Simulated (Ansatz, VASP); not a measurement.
## CdTe in VASP and in Ansatz

```
Cd Te
1.0
     0.00000    2.98670    2.98670
     2.98670    0.00000    2.98670
     2.98670    2.98670    0.00000
Cd Te
1 1
Direct
  0.50000 0.50000 0.50000
  0.00000 0.00000 0.00000
```

Alike in both runs: task single point; functional LDA; k mesh 6 × 6 × 6; occupations gaussian, width 0.05 eV; no spin polarisation.

```csv
,VASP,Ansatz
version,VASP 6.6.1,Ansatz 0.2.0
potentials or method,"VASP PAW LDA potentials, release 64 (Cd, Te)","scalar-relativistic, plane waves, PAW"
plane-wave cutoff (eV),520,420
valence electrons in the cell,18,36
```

VASP gave:

* gap on the k mesh at the Fermi level (eV): none
* pressure (GPa): -0.8

Q: What did Ansatz give for the same quantities?

A: gap on the k mesh at the Fermi level (eV): none; pressure (GPa): -1.2.

A gap of «none» marks a metal or a gap that the smearing closes. The two sets of potentials don't hold the same shells in valence.

The runs have no spin-orbit coupling, so splittings on Te are missing.
